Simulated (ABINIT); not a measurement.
The system is TaN.

```xyz
2
Lattice="2.9380 0.0000 0.0000 -1.4690 2.5444 0.0000 0.0000 0.0000 2.8830" Properties=species:S:1:pos:R:3 pbc="T T T"
Ta    0.0000    0.0000    1.4415
N     1.4690    0.8481    0.0000
```

```yaml
Program: ABINIT 10.8.3 (patched build)
Task: relaxation of cell and atoms
Functional: LDA
Potentials_or_basis: JTH PAW LDA v2.0
Cutoff: 707 eV
k_mesh: 10 × 10 × 9
Occupations: fermi-dirac, width 0.05 eV
Spin: no spin polarisation
```

At the start: pressure -12.1 GPa; volume 10.78 Å³/atom.

Question: Where does the relaxation end?

Answer: Over 5 steps the energy falls by 14.1 meV/atom and the volume is 10.41 Å³/atom (-3.4 %); space group P-6m2 (No. 187, to 0.05 Å).

The path:
```csv
step,energy change (eV),largest force (eV/Å),pressure (GPa),volume (Å³)
1,0.0000,0.0000,-12.09,21.55
2,-0.0278,0.0000,1.24,20.76
3,-0.0281,0.0000,-0.07,20.83
4,-0.0281,0.0000,-0.01,20.83
5,-0.0281,0.0000,0.00,20.83
```

Final structure:
```
Ta N
1.0
     2.90532    0.00000    0.00000
    -1.45266    2.51609    0.00000
     0.00000    0.00000    2.84939
Ta N
1 1
Direct
  0.00000 0.00000 0.50000
  0.66667 0.33333 0.00000
```
